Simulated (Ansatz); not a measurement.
Method: DFT PBE, scalar-relativistic, plane waves, PAW (Ansatz). All cells share a 420 eV cutoff and Γ-centred k meshes spaced at most about 0.3 Å⁻¹ (about 0.25 or finer for metals, 2π included). No spin polarisation in the final relaxations.

These are static total energies at zero pressure. All come from trial cells, and lower structures may exist.

Question: Order these relaxed structures of KCl2 by energy, lowest first, with the energy over the lowest of them.
A.

```xyz
3
Lattice="4.2303 0.0000 0.0000 0.0000 4.2303 0.0000 0.0000 0.0000 5.3287" Properties=species:S:1:pos:R:3 pbc="T T T"
K     2.1152    2.1152    0.0000
Cl    0.0000    0.0000    1.3441
Cl    0.0000    0.0000    3.9846
```

B.

```xyz
3
Lattice="2.7764 1.6030 3.5037 -2.7764 1.6030 3.5037 0.0000 -3.2059 3.5037" Properties=species:S:1:pos:R:3 pbc="T T T"
K     0.0000    0.0000    5.2556
Cl    0.0000    0.0000    8.5712
Cl    0.0000    0.0000    1.9400
```

Answer: A (0 meV/atom), B (248 meV/atom). Forms: A P4/mmm; B R-3m. Counting Cl atoms around K (those within 1.25 times the shortest such distance or 1.15 times the sum of covalent radii, 1.27 where that leaves under three): A has K 8; B has K 8.

In P4/mmm, R-3m an odd number of electrons in the primitive cell allows no gap without spin; a larger cell or a magnetic state could open one. A magnetic state wasn't ruled out in cells without spin, among them R-3m. Cells relaxed within their symmetry can be saddle points. Some structure types and database cells were kept out of the candidates from the start, so a known form may be missing.
